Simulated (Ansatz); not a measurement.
InP:

```
In P
1.0
     0.00000    2.93050    2.93050
     2.93050    0.00000    2.93050
     2.93050    2.93050    0.00000
In P
1 1
Direct
  0.00000 0.00000 0.00000
  0.75000 0.75000 0.75000
```

Program: Ansatz 0.2.0. Alike in all runs: task band structure; potentials or basis Ansatz PAW; no spin polarisation; cell as given; k mesh 8 × 8 × 8; smearing fermi-dirac 0.05 eV.

Question: Order these runs on this cell by their pressure, lowest first.
A. level PBE; cutoff (eV) 420
B. level RPBE; cutoff (eV) 420
C. level BLYP; cutoff (eV) 420
D. level LDA; cutoff (eV) 420
E. level r2SCAN; cutoff (eV) 500

Answer: D (-1.2 GPa), E (1.7 GPa), A (3.3 GPa), B (5.2 GPa), C (6.7 GPa).

Caveats: the PAW data sets come from PBE, with cores solved anew for the run's functional, which leaves a small shift of forces and pressure (some runs).
